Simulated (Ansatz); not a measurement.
# B: before and after

These are results of Ansatz 0.2.0, DFT PBE, scalar-relativistic, plane waves, PAW, not measurements. Settings: cutoff 420 eV, Γ-centred meshes no coarser than 0.19 Å⁻¹ for metals and 0.3 Å⁻¹ for insulators (2π included), Gaussian smearing.

The start was the beta-tungsten (A15) type (Pm-3n, No. 223), relaxed within its symmetry. A cell of 8 atoms (1 times the primitive one) was then disturbed at random, relaxed without symmetry and relaxed once more on a fine mesh. The k mesh leaves about 4 meV/atom of noise in metals.

Before:

```
B
1.0
     3.66202    0.00000    0.00000
     0.00000    3.66202    0.00000
     0.00000    0.00000    3.66202
B
8
Direct
  0.50000 0.50000 0.50000
  0.00000 0.00000 0.00000
  0.25000 0.00000 0.50000
  0.50000 0.25000 0.00000
  0.50000 0.75000 0.00000
  0.75000 0.00000 0.50000
  0.00000 0.50000 0.75000
  0.00000 0.50000 0.25000
```

After:

```cif
data_structure
_symmetry_space_group_name_H-M 'P1'
_symmetry_Int_Tables_number 1
_cell_length_a 3.2495
_cell_length_b 4.3441
_cell_length_c 4.3645
_cell_angle_alpha 68.880
_cell_angle_beta 80.161
_cell_angle_gamma 78.852
_cell_volume 56.04
loop_
_atom_site_label
_atom_site_type_symbol
_atom_site_symmetry_multiplicity
_atom_site_Wyckoff_symbol
_atom_site_fract_x
_atom_site_fract_y
_atom_site_fract_z
_atom_site_occupancy
B1 B 1 a 0.39807 0.51580 0.44677 1
B2 B 1 a 0.94768 0.90669 0.88468 1
B3 B 1 a 0.39353 0.12025 0.83636 1
B4 B 1 a 0.18181 0.51245 0.85285 1
B5 B 1 a 0.95771 0.51975 0.24402 1
B6 B 1 a 0.61745 0.90360 0.22471 1
B7 B 1 a 0.25968 0.90057 0.54650 1
B8 B 1 a 0.74407 0.12089 0.46411 1
```

Problem. Is this a distortion of the same structure or a reconstruction, and what lowers the energy?

Solution. A reconstruction, from Pm-3n (No. 223) to P1 (No. 1). Each B has on average 6.5 B contacts in place of 13.5, shorter on average (2.11 → 1.81 Å).

Problem. What does it gain?

Solution. 1330 meV/atom, with the volume going from 6.14 to 7.01 Å³/atom.

This form isn't the element's structure at ambient conditions.